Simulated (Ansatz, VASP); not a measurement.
## Two plane-wave programs on Re

The input INCAR:

```
SYSTEM = Re
PREC = Accurate ; ENCUT = 600
EDIFF = 1E-6 ; ISMEAR = -1
SIGMA = 0.08 ; LREAL = .False.
LASPH = .True. ; NELM = 100
ALGO = Fast ; ISIF = 3
LWAVE = .False. ; LCHARG = .False.
IBRION = 2 ; NSW = 100
EDIFFG = -0.002
```

Contents of KPOINTS:

```
Automatic mesh
0
Gamma
  18 18 18
  0 0 0
```

Contents of POSCAR:

```
Re
1.0
    0.0000000000      1.9750000000      1.9750000000
    1.9750000000      0.0000000000      1.9750000000
    1.9750000000      1.9750000000      0.0000000000
Re
1
Direct
    0.0000000000      0.0000000000      0.0000000000
```

Input for Ansatz:

```yaml
crystal:
  lattice:
    - [0.0, 1.975, 1.975]
    - [1.975, 0.0, 1.975]
    - [1.975, 1.975, 0.0]
  atoms:
    - { symbol: Re, position: [0.0, 0.0, 0.0] }
kpoints:
  mp_grid: { grid: [18, 18, 18] }
scf:
  occupations: { method: fermi_dirac, width: 0.08 }
hamiltonian:
  xc: lda
  pseudopotentials: { kind: paw }
relax:
  f_tol: 0.002
  max_steps: 80
  cell: {}
output:
  forces: true
  stress: true
```

Alike in both runs: task relaxation of cell and atoms; functional LDA; k mesh 18 × 18 × 18; occupations fermi-dirac, width 0.08 eV; no spin polarisation.

|  | VASP | Ansatz |
| --- | --- | --- |
| version | VASP 6.6.1 | Ansatz 0.2.0 |
| potentials or method | VASP PAW LDA potentials, release 64 (Re) | PAW with Ansatz's default frozen-core files, scalar-relativistic |
| plane-wave cutoff (eV) | 600 | 420 |
| valence electrons in the cell | 7 | 15 |

```tsv
	VASP	Ansatz	Ansatz less VASP
relaxed volume (Å³/atom)	14.45	14.39	-0.057
relaxed cell length with the largest relative difference (Å)	2.734	2.730	-0.0036
energy change over the relaxation (meV/atom)	-73	-80	-7.2
```

The two sets of potentials don't hold the same shells in valence.

The runs have no spin-orbit coupling, so splittings on Re are missing. LDA usually gives volumes a few per cent too small. Zero-point motion and thermal expansion aren't in these numbers.
